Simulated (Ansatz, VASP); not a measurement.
## Na in VASP and in Ansatz

File INCAR:

```
SYSTEM = Na
  PREC = Accurate
  ENCUT = 520
  EDIFF = 1E-6
  ISMEAR = -1
  SIGMA = 0.03
  LREAL = .False.
  LASPH = .True.
  NELM = 100
  ALGO = Normal
  ISIF = 2
  LWAVE = .False.
  LCHARG = .False.
  GGA = PS
  NBANDS = 10
```

File KPOINTS:

```
regular mesh
0
Gamma
  11 11 11
  0 0 0
```

File POSCAR:

```
Na
1.0
   -2.1453650376      2.1453650376      2.1453650376
    2.1453650376     -2.1453650376      2.1453650376
    2.1453650376      2.1453650376     -2.1453650376
Na
1
Direct
    0.0000000000      0.0000000000      0.0000000000
```

Input for Ansatz:

```yaml
crystal:
  lattice:
    - [-2.1453650376, 2.1453650376, 2.1453650376]
    - [2.1453650376, -2.1453650376, 2.1453650376]
    - [2.1453650376, 2.1453650376, -2.1453650376]
  atoms:
    - { symbol: Na, position: [0.0, 0.0, 0.0] }
kpoints:
  mp_grid: { grid: [11, 11, 11] }
  band_path:
    path:
      - [0.0, 0.0, 0.0]
      - [0.5, -0.5, 0.5]
      - [0.0, 0.0, 0.5]
      - [0.0, 0.0, 0.0]
      - [0.25, 0.25, 0.25]
      - [0.5, -0.5, 0.5]
      - [0.25, 0.25, 0.25]
      - [0.0, 0.0, 0.5]
    npoints: 5
scf:
  occupations: { method: fermi_dirac, width: 0.03 }
hamiltonian:
  xc: pbesol
  pseudopotentials: { kind: all_electron, lapw: { basis_error: 0.0005 } }
output:
  forces: true
  stress: true
  eigenvalues: true
```

Change from the starting cell: volume scaled by 1.04.

Alike in both runs: task single point; functional PBEsol; k mesh 11 × 11 × 11; occupations fermi-dirac, width 0.03 eV; no spin polarisation.

|  | VASP | Ansatz |
| --- | --- | --- |
| version | VASP 6.6.1 | Ansatz 0.2.0 |
| potentials or method | VASP PAW PBE potentials, release 64 (Na_pv) | all-electron LAPW, scalar-relativistic |
| plane-wave cutoff (eV) | 520 | see its input |

|  | VASP | Ansatz | Ansatz less VASP |
| --- | --- | --- | --- |
| pressure (GPa) | -0.6 | -0.6 | +0.02 |

Ansatz ran all-electron here, so the differences hold the error of VASP's frozen core and of both bases.

Caveats: the PAW data sets were made with another functional, which shifts forces and pressure a little (VASP).
